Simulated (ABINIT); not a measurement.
The system is Ti.

```
Ti
1.0
     2.95000    0.00000    0.00000
    -1.47500    2.55477    0.00000
     0.00000    0.00000    4.68000
Ti
2
Direct
  0.66667 0.33333 0.75000
  0.33333 0.66667 0.25000
```

Base run:

- Program: ABINIT 10.8.3 (patched build)
- Functional: PBE
- Potentials or basis: JTH PAW PBE v2.0
- Cutoff: 408 eV
- k mesh: 10 × 10 × 6
- Occupations: fermi-dirac, width 0.05 eV
- Spin: no spin polarisation

Its results: band gap on the k mesh none (metal or under the smearing width); pressure -1.3 GPa.

Task: The run is repeated on the same cell with these changes: functional from PBE to AM05. What comes out?

Result: Band gap on the k mesh none (metal or under the smearing width); pressure -5.2 GPa.

AM05 binds more tightly than PBE, so the same cell stands under less pressure.

Caveats: the PAW data sets were made with another functional, which shifts forces and pressure a little (some runs).
